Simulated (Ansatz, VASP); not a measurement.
BN in VASP and in Ansatz

File INCAR:

```
  PREC = Accurate
  ENCUT = 520
  EDIFF = 1E-7
  ISMEAR = 0
  SIGMA = 0.05
  LREAL = F
  LASPH = T
  NELM = 60
  ALGO = Normal
  ISIF = 2
  LWAVE = F
  LCHARG = F
  GGA = PS
  NBANDS = 16
```

Contents of KPOINTS:

```
Automatic mesh
0
Gamma
  12 12 4
```

POSCAR

```
BN
1.0
    2.4639490578      0.0000000000      0.0000000000
   -1.2319745289      2.1338424776      0.0000000000
    0.0000000000      0.0000000000      7.2511578859
B N
2 2
Direct
    0.3333333333      0.6666666667      0.2500000000
    0.6666666667      0.3333333333      0.7500000000
    0.3333333333      0.6666666667      0.7500000000
    0.6666666667      0.3333333333      0.2500000000
```

Input for Ansatz:

```yaml
crystal:
  lattice:
    - [2.4639490578, 0.0, 0.0]
    - [-1.2319745289, 2.1338424776, 0.0]
    - [0.0, 0.0, 7.2511578859]
  atoms:
    - { symbol: B, position: [0.3333333333, 0.6666666667, 0.25] }
    - { symbol: B, position: [0.6666666667, 0.3333333333, 0.75] }
    - { symbol: "N", position: [0.3333333333, 0.6666666667, 0.75] }
    - { symbol: "N", position: [0.6666666667, 0.3333333333, 0.25] }
basis:
  ecutwfc: 420
kpoints:
  mp_grid: { grid: [12, 12, 4] }
hamiltonian:
  xc: pbesol
scf:
  occupations: { method: gaussian, width: 0.05 }
output:
  forces: true
  stress: true
  eigenvalues: true
```

Alike in both runs: task single point; functional PBEsol; k mesh 12 × 12 × 4; occupations gaussian, width 0.05 eV; no spin polarisation.

```csv
,VASP,Ansatz
version,VASP 6.6.1,Ansatz 0.2.0
potentials or method,"VASP PAW PBE potentials, release 64 (B, N)","scalar-relativistic, plane waves, PAW"
plane-wave cutoff (eV),520,420
valence electrons in the cell,16,16
```

|  | VASP | Ansatz | Ansatz less VASP |
| --- | --- | --- | --- |
| gap on the k mesh at the Fermi level (eV) | 4.40 | 4.41 | +0.011 |
| least direct gap on the mesh (eV) | 4.72 | 4.73 | +0.007 |
| pressure (GPa) | 11.7 | 11.5 | -0.29 |
| largest component of the traceless stress (GPa) | 12.08 | 11.62 | -0.454 |

The functional is the same, so the differences come from potentials, cutoffs and numerics.

Caveats: the PAW data sets were made with another functional, which shifts forces and pressure a little (VASP); this functional lacks dispersion, which binds the layers, so the pressure and a relaxed spacing across them are unreliable. A k mesh can miss the band edges. As with any semilocal functional, this PBEsol gap is likely too small.
